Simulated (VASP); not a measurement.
Set up this calculation in VASP 6.6.1, as the native input.

* Task: relaxation of cell and atoms
* Functional: HSE06
* Potentials or basis: VASP PAW PBE potentials, release 64 (Hg, Se)
* Cutoff: 600 eV
* k mesh: 4 × 4 × 4
* Occupations: fermi-dirac, width 0.05 eV
* Spin: no spin polarisation
* Grid for exact exchange (PRECFOCK): Fast
* Screening parameter: 0.2 1/A
* Further INCAR settings: ALGO = Normal; EDIFF = 1e-06; IBRION = 2; EDIFFG = -0.005; NSW = 60; ISIF = 3

HgSe:

```
CELL_PARAMETERS angstrom
0.00000 3.03900 3.03900
3.03900 0.00000 3.03900
3.03900 3.03900 0.00000
ATOMIC_POSITIONS crystal
Hg 0.00000 0.00000 0.00000
Se 0.75000 0.75000 0.75000
```

One way to write it, as run:

POSCAR

```
HgSe
1.0
    0.0000000000      3.0390000000      3.0390000000
    3.0390000000      0.0000000000      3.0390000000
    3.0390000000      3.0390000000      0.0000000000
Hg Se
1 1
Direct
    0.0000000000      0.0000000000      0.0000000000
    0.7500000000      0.7500000000      0.7500000000
```

INCAR.step1

```
SYSTEM = HgSe
ALGO = Normal
EDIFF = 1E-5
ENCUT = 600
GGA = PE
ISMEAR = -1
LASPH = .TRUE.
LCHARG = .FALSE.
LREAL = .FALSE.
LWAVE = .TRUE.
NELM = 60
PREC = Accurate
SIGMA = 0.05
```

INCAR.step2

```
SYSTEM = HgSe
ALGO = Normal
EDIFF = 1E-6
EDIFFG = -0.005
ENCUT = 600
GGA = PE
HFSCREEN = 0.2
IBRION = 2
ISIF = 3
ISMEAR = -1
ISTART = 1
LASPH = .TRUE.
LCHARG = .FALSE.
LHFCALC = .TRUE.
LREAL = .FALSE.
LWAVE = .FALSE.
NELM = 60
NSW = 60
PREC = Accurate
PRECFOCK = Fast
SIGMA = 0.05
```

KPOINTS

```
k-points
0
G
  4 4 4
  0 0 0
```

Potentials or basis: VASP PAW PBE potentials, release 64 (Hg, Se).

Command:

```sh
$ cat potpaw_PBE.64/Hg/POTCAR potpaw_PBE.64/Se/POTCAR > POTCAR
$ cp INCAR.step1 INCAR
$ mpirun -np 1 vasp_std > vasp.out
$ cp INCAR.step2 INCAR
$ mpirun -np 1 vasp_std > vasp.out
```

Results of the run:

| Item | Value |
| --- | --- |
| Relaxed volume | 29.78 Å³/atom |
| Relaxed cell | a = 4.383 Å, b = 4.383 Å, c = 4.383 Å, α = 60.00°, β = 60.00°, γ = 60.00° |
| Space group after relaxing (to 0.05 Å) | F-43m (No. 216) |
| Energy gained by relaxing | 17.2 meV/atom |
| Ionic steps | 3 |
| Pressure after relaxing | 0.0 GPa |
| Band gap on the k mesh | none (metal or under the smearing width) |

Caveat: the k mesh is coarse (spacing up to 0.45 Å⁻¹), so the values aren't converged, least of all with exact exchange; the PAW data sets were made with another functional, which shifts forces and pressure a little.

Run time: 12 min on 1 thread of Intel(R) Xeon(R) Platinum 8259CL CPU @ 2.50GHz (Skylake/Cascade Lake), with other jobs on the host, peak memory 0.32 GiB.
